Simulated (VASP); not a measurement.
Input of a VASP 6.6.1 run:

Contents of INCAR:

```
PREC     = Accurate       # precision mode
ENCUT    = 600            # plane-wave cutoff, eV
EDIFF    = 1E-6           # SCF threshold, eV
ISMEAR   = -1             # smearing method
SIGMA    = 0.05           # smearing width, eV
LREAL    = F              # projectors in reciprocal space
LASPH    = T              # aspherical terms in the spheres
NELM     = 80             # most SCF steps
ALGO     = Normal         # electronic algorithm
ISIF     = 3              # what is computed and relaxed
LWAVE    = F              # write WAVECAR
LCHARG   = F              # write CHGCAR
GGA      = CA             # functional
IBRION   = 2              # ionic algorithm
NSW      = 60             # ionic steps
EDIFFG   = -0.02          # ionic threshold
```

The input KPOINTS:

```
Automatic mesh
0
Gamma
  6 6 3
```

The input POSCAR:

```
MgS
1.0
    4.0346224068      0.0000000000      0.0000000000
   -2.0173112034      3.4940854990      0.0000000000
    0.0000000000      0.0000000000      6.4322941800
S Mg
2 2
Direct
    0.6666666667      0.3333333333      0.8792441500
    0.3333333333      0.6666666667      0.3792441500
    0.3333333333      0.6666666667      0.9957548500
    0.6666666667      0.3333333333      0.4957548500
```

Potentials or basis: VASP PAW LDA potentials, release 64 (S, Mg).

Run with:

```bash
$ cat potpaw_LDA.64/S/POTCAR potpaw_LDA.64/Mg/POTCAR > POTCAR
$ mpirun -np 1 vasp_std > vasp.out
```

Question: Predict the space group after relaxing (to 0.05 Å).

Answer: P6_3mc (No. 186).

Question: Estimate the band gap on the k mesh.

Answer: 3.37 eV, direct.

Question: Predict the relaxed cell.

Answer: a = 3.981 Å, b = 3.981 Å, c = 6.340 Å, α = 90.00°, β = 90.00°, γ = 120.00°.

Question: Estimate the relaxed volume.

Answer: 21.76 Å³/atom.

Final structure:
```
CELL_PARAMETERS angstrom
3.98108 0.00000 0.00000
-1.99054 3.44772 0.00000
0.00000 0.00000 6.34030
ATOMIC_POSITIONS crystal
S 0.66667 0.33333 0.87891
S 0.33333 0.66667 0.37890
Mg 0.33333 0.66667 0.99609
Mg 0.66667 0.33333 0.49609
```

Expect the measured gap to be larger: semilocal functionals such as LDA lack the derivative discontinuity.
